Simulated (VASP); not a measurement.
# Ir (P6_3/mmc) in VASP: further runs, part 2 of 2

VASP 6.6.1. The steps go on from the part before.

### 4 Single point, PBE

INCAR reads:

```
SYSTEM = Ir
ADDGRID = .FALSE. ; ALGO = Normal
EDIFF = 1E-6 ; ENCUT = 520
GGA = PE ; ISIF = 2
ISMEAR = 0 ; LASPH = .TRUE.
LCHARG = .FALSE. ; LREAL = .FALSE.
LWAVE = .FALSE. ; NELM = 100
PREC = Accurate ; SIGMA = 0.2
```

KPOINTS reads:

```
k-points
0
G
  10 10 5
  0 0 0
```

POSCAR reads:

```
Ir
1.0
    2.7513778946      0.0000000000      0.0000000000
   -1.3756889473      2.3827631521      0.0000000000
    0.0000000000      0.0000000000      4.4622900000
Ir
2
Direct
    0.3583140000      0.6617470000      0.2121330000
    0.6598720000      0.3587530000      0.7691070000
```

On the command line:

```sh
$ cat potpaw_PBE.64/Ir/POTCAR > POTCAR
$ mpirun -np 1 vasp_std > vasp.out
```

Run time: 65 s. Hardware: 1 thread of Intel Xeon Platinum 8375C at 2.90GHz (Ice Lake), shared host; peak memory 0.21 GiB.

These settings aren't checked as converged: the numbers below hold their error.

What came out:

* Free energy: -17.0811 eV
* Pressure: 12.6 GPa
* Largest force: 3.687 eV/Å
* Band gap on the k mesh: none (metal or under the smearing width)

### 5 Single point, PBE

INCAR: that of step 4 with these lines changed.

```diff
@@ -2,3 +2,3 @@
 ADDGRID = .FALSE. ; ALGO = Normal
-EDIFF = 1E-6 ; ENCUT = 520
+EDIFF = 1E-6 ; ENCUT = 460
 GGA = PE ; ISIF = 2
```

KPOINTS reads:

```
k-points
0
G
  11 11 6
  0 0 0
```

POSCAR reads:

```
Ir
1.0
    2.7513778946      0.0000000000      0.0000000000
   -1.3756889473      2.3827631521      0.0000000000
    0.0000000000      0.0000000000      4.4622900000
Ir
2
Direct
    0.3333333333      0.6666666667      0.2500000000
    0.6666666667      0.3333333333      0.7500000000
```

On the command line:

```sh
$ cat potpaw_PBE.64/Ir/POTCAR > POTCAR
$ mpirun -np 1 vasp_std > vasp.out
```

It took 16 s on 1 thread of Intel Xeon Platinum 8375C at 2.90GHz (Ice Lake), shared host; peak memory 0.15 GiB.

The run converged, but some of its settings lie outside the range that counts as converged, so its numbers aren't taken as properties of the crystal.

Results:

```
Free energy            : -17.5535 eV
Pressure               : -0.7 GPa
Band gap on the k mesh : none (metal or under the smearing width)
```

### 6 Single point, PBE

INCAR is that of step 5.

KPOINTS is that of step 5.

POSCAR reads:

```
Ir
1.0
    2.7513778946      0.0000000000      0.0000000000
   -1.3756889473      2.3827631521      0.0000000000
    0.0000000000      0.0000000000      4.4622900000
Ir
2
Direct
    0.3583140000      0.6617470000      0.2121330000
    0.6598720000      0.3587530000      0.7691070000
```

Potentials or basis: VASP PAW PBE potentials, release 64 (Ir).

On the command line:

```sh
$ cat potpaw_PBE.64/Ir/POTCAR > POTCAR
$ mpirun -np 1 vasp_std > vasp.out
```

OUTCAR:

```text
SYSTEM = Ir
   EDIFF = 1E-6
   ENCUT = 460
   GGA = PE
   ISIF = 2
   ISMEAR = 0
   LASPH = .TRUE.
   LREAL = .FALSE.
   NELM = 100
   PREC = Accurate

 Found    364 irreducible k-points:

 Following reciprocal coordinates:
            Coordinates               Weight
  0.000000  0.000000  0.000000      1.000000
  0.090909 -0.000000  0.000000      2.000000
  0.000000  0.090909  0.000000      2.000000
 -0.090909  0.090909  0.000000      2.000000
  0.181818 -0.000000  0.000000      2.000000
  0.000000  0.181818  0.000000      2.000000
   k-points           NKPTS =    364   k-points in BZ     NKDIM =    364   number of bands    NBANDS=     13
   number of dos      NEDOS =    301   number of ions     NIONS =      2
   total plane-waves  NPLWV =  12800
   dimension x,y,z NGX =    20 NGY =   20 NGZ =   32
   dimension x,y,z NGXF=    40 NGYF=   40 NGZF=   64
   ions per type =               2
   NGX,Y,Z   is equivalent  to a cutoff of  12.08, 12.08, 11.92 a.u.
   NGXF,Y,Z  is equivalent  to a cutoff of  24.17, 24.17, 23.84 a.u.
 SYSTEM =  Ir
   PREC   = accura    normal or accurate (medium, high low for compatibility)
   ISTART =      0    job   : 0-new  1-cont  2-samecut
   ICHARG =      2    charge: 1-file 2-atom 10-const
   ISPIN  =      1    spin polarized calculation?
   LNONCOLLINEAR =      F non collinear calculations
   LSORBIT =      F    spin-orbit coupling
[... 62 lines left out ...]
      2       1.9118      2.00000
      3       5.8727      2.00000
      4       6.0109      2.00000
      5       6.0953      2.00000
      6       6.3208      2.00000
      7       6.6662      2.00000
      8       7.7653      2.00000
      9       8.4138      2.00000
     10       9.5803      1.99939
     11       9.9344      1.64409
     12      10.8320      0.00000
     13      16.0358      0.00000
[... 66 lines left out ...]
  band No.  band energies     occupation
      1       0.2121      2.00000
      2       2.7708      2.00000
      3       4.8719      2.00000
      4       5.7915      2.00000
      5       6.1855      2.00000
      6       6.5417      2.00000
      7       7.0679      2.00000
      8       7.3578      2.00000
      9       7.9946      2.00000
     10       8.2744      2.00000
     11      10.8204      0.00000
     12      14.1596      0.00000
     13      16.2390      0.00000

 [... further k-points ...]
[... 5 lines left out ...]
  --------------------------------------------------------------------------------------
  -------------------------------------------------------------------------------------
  Total        1.8748728      1.2852179      3.9376798     -0.5208746      0.8714104     -1.5429108
  in kB      102.6818017     70.3879668    215.6562607    -28.5269173     47.7248313    -84.5011277
  external PRESSURE =     129.5753431 kB  Pullay stress =       0.0000000 kB

 VOLUME and BASIS-vectors are now :
 -----------------------------------------------------------------------------
  energy-cutoff  :      460.00
  volume of cell :       29.25
      direct lattice vectors                 reciprocal lattice vectors
     2.751377895  0.000000000  0.000000000     0.363454254  0.209840411  0.000000000
    -1.375688947  2.382763152  0.000000000     0.000000000  0.419680823  0.000000000
     0.000000000  0.000000000  4.462290000     0.000000000  0.000000000  0.224100182

 POSITION                                       TOTAL-FORCE (eV/Angst)
 -----------------------------------------------------------------------------------
      0.07550      1.57679      0.94660        -0.873615      0.492312      3.693679
      1.32202      0.85482      3.43198         0.873615     -0.492312     -3.693679
 -----------------------------------------------------------------------------------
    total drift:                               -0.000001     -0.000004     -0.000001

  FREE ENERGIE OF THE ION-ELECTRON SYSTEM (eV)
  ---------------------------------------------------
  free  energy   TOTEN  =       -17.0544833185 eV

  energy  without entropy=      -16.9935456573  energy(sigma->0) =      -17.02401449
```

stdout:

```text
POSCAR found type information on POSCAR Ir
 POSCAR found :  1 types and       2 ions
 scaLAPACK will be used
 LDA part: xc-table for (Slater+PW92), standard interpolation
 POSCAR, INCAR and KPOINTS ok, starting setup
 FFT: planning ... GRIDC
 FFT: planning ... GRID_SOFT
 FFT: planning ... GRID
 WAVECAR not read
 entering main loop
```

Run time: 73 s. Hardware: 1 thread of Intel Xeon Platinum 8375C at 2.90GHz (Ice Lake), shared host; peak memory 0.22 GiB.

These settings aren't checked as converged: the numbers below hold their error.

What came out:

```
Free energy            : -17.0545 eV
Pressure               : 13.0 GPa
Largest force          : 3.827 eV/Å
Band gap on the k mesh : none (metal or under the smearing width)
```

### 7 For comparison

An earlier run on the cell as given: functional PBEsol; potentials or basis VASP PAW PBE potentials, release 64 (Ir); cutoff 520 eV; k mesh 11 × 11 × 6; occupations fermi-dirac, width 0.05 eV; no spin polarisation.

- Pressure: -11.6 GPa
- Band gap on the k mesh: none (metal or under the smearing width)
